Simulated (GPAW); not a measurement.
Runs of GPAW 26.7.0 on BeS. It takes space group F-43m (No. 216, cubic). Conventional cell: a = 4.850 Å, b = 4.850 Å, c = 4.850 Å, α = 90.00°, β = 90.00°, γ = 90.00°. S (site symmetry -43m) is surrounded by 4 Be at 2.10 Å. Be (site symmetry -43m) is surrounded by 4 S at 2.10 Å. 

```tsv
task	level	potentials or basis	k mesh	band path	band points	gap on the mesh (eV)	pressure (GPa)	V0 of scaled cells (Å³/atom)	B0 (GPa)
equation of state	LDA	the program's PAW data sets (release 1.2.1) made for this functional, pw	9 × 9 × 9	-	-	-	-	13.88	102
band structure	PBEsol	PAW data sets generated in the run's folder for this functional, pw	9 × 9 × 9	GXWKGLUWLK,UX	60	3.02	(b)	-	-
band structure	r2SCAN	GPAW PAW data sets (gpaw-data 1.2.1), pw	9 × 9 × 9	GXWKGLUWLK,UX	60	3.66	2.0	-	-
equation of state	PBEsol	PAW data sets generated in the run's folder for this functional, pw	9 × 9 × 9	-	-	-	-	14.16	(a)
single point	TB-mBJ	GPAW PAW data sets for LDA (gpaw-data 1.2.1), pw	10 × 10 × 10	-	-	4.15	-	-	-
band structure	LDA	the program's PAW data sets (release 1.2.1) made for this functional, pw	9 × 9 × 9	GXWKGLUWLK,UX	60	2.99	-2.6	-	-
```

Alike in all rows: no spin polarisation; cell as given; cutoff (eV) 800; smearing fermi-dirac 0.05 eV.

**Question.** Estimate the missing entries.

**Answer.** (a) 97; (b) -0.7.

Caveats: the mesh misses the band edges, which the band path finds closer together (some runs); the PAW data sets were made with another functional, which shifts forces and pressure a little (some runs); a model potential gives levels but no total energy (some runs).
